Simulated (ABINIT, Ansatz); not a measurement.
**Ag: the functional in 2 programs**

The structure is cubic, space group Fm-3m (No. 225). The conventional cell has a = 4.085 Å, b = 4.085 Å, c = 4.085 Å, α = 90.00°, β = 90.00°, γ = 90.00°. Around Ag (site symmetry m-3m) lie 12 Ag at 2.89 Å.

Kept alike: task band structure; k mesh 11 × 11 × 11; occupations fermi-dirac, width 0.05 eV; no spin polarisation. The mesh is that of the run's cell of 1 atom. No spin-orbit coupling.

- A: ABINIT, JTH PAW PBE v2.0, made for PBE, cutoff 544 eV
- B: Ansatz, all-electron LAPW, scalar-relativistic

| functional | A: pressure (GPa) | B: pressure (GPa) |
| --- | --- | --- |
| LDA | -7.43 | -7.59 |
| PBE | 4.54 | 4.40 |
| PBEsol | -2.76 | -2.92 |

Pressure is positive in compression; plane-wave values hold the error of the finite cutoff. Values on potentials made for another functional: some of A. For a metal such a mesh leaves the last digits unconverged.

**Question.** How large is the effect of the functional, and do the programs agree on it?

**Answer.** From LDA to PBE the pressure moves by +11.97 in A, +11.99 in B (GPa). Row by row the programs differ by 0.14 to 0.16, and over this span the shifts, as printed, agree within 1 %. Shifts from LDA: PBE +11.97, +11.99; PBEsol +4.67, +4.67; the programs' shifts differ by up to 0.02.

At this fixed cell, LDA and PBEsol put silver under tension and PBE puts it under compression. The equilibrium lattice is therefore smaller than the one used for the first two functionals and larger for PBE, in line with the familiar overbinding of LDA and underbinding of PBE in the late transition metals.

The order follows from the gradient dependence of exchange and correlation. Gradient corrections favour the more inhomogeneous density of separated atoms, which weakens cohesion and expands the lattice. PBEsol has a weaker exchange enhancement, suited to slowly varying densities, and so falls between the other two. In silver the effect probably arises largely where the outer tails of the filled 4d shell overlap the 5s density.

The offset between the programs is nearly the same for all three functionals, which suggests that it comes from the basis or the atomic dataset rather than from the treatment of exchange and correlation. Pressures at a single volume give the direction of each lattice error, but not its size, which also depends on the compressibility.
